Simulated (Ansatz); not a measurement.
# Strain and the gap of KF (h-MgO type)

KF built on the h-MgO prototype, relaxed with r2SCAN in Ansatz 0.2.0. Space group P6_3/mmc (No. 194), hexagonal; conventional cell a = 4.485 Å, c = 5.272 Å, 22.96 Å³ an atom. Around K lie 5 F at 2.59–2.64 Å; around F lie 5 K at 2.59–2.64 Å.

The axes x, y and z are those of this cell:
```yaml
crystal:
  lattice:
    - [4.48472, 0.00000, 0.00000]
    - [-2.24236, 3.88388, 0.00000]
    - [0.00000, 0.00000, 5.27170]
  atoms:
    - { symbol: K, position: [0.33333, 0.66667, 0.25000] }
    - { symbol: K, position: [0.66667, 0.33333, 0.75000] }
    - { symbol: F, position: [0.66667, 0.33333, 0.25000] }
    - { symbol: F, position: [0.33333, 0.66667, 0.75000] }
```

Unstrained: PBE gives a direct gap of 5.383 eV at Γ. The r2SCAN gap is direct at Γ: 5.961 eV. HSE06 gives a direct gap of 7.274 eV at Γ. Meshes: PBE 6×6×6, r2SCAN 6×6×6, HSE06 6×6×4. Strains are changes of length per length. After each strain the atoms were relaxed again with r2SCAN within the symmetry that the strain leaves, so tilts or polar shifts that break it weren't tested; points keep the names that they have in the unstrained zone. Values at 0 K without nuclear motion; spin polarisation is off, and the phase may be a hypothetical one.

Changes of the least gap in eV (an overlap counts as a negative gap):
```
                            strain  volume change (%)  space group     PBE  r2SCAN   HSE06  energy rise, r2SCAN (meV/atom)
          uniaxial +1.11 % along z               +1.1     P6_3/mmc  -0.021  -0.017  -0.024                             0.5
biaxial -0.58 % in x and y, z held               -1.2     P6_3/mmc  +0.044  +0.040  +0.047                             0.3
```

Uniaxial +1.11 % along z, other directions held. HSE06: the gap goes from 7.274 to 7.250 eV (-0.024 eV). Stress change with r2SCAN, compression positive: xx -0.13, yy -0.13, zz -0.71 GPa.

Biaxial -0.58 % in x and y, z held. HSE06: the gap goes from 7.274 to 7.321 eV (+0.047 eV). Stress change with r2SCAN, compression positive: xx +0.39, yy +0.39, zz +0.14 GPa.

The meshes of the hybrids are coarse, so their gaps aren't converged to the digits shown.
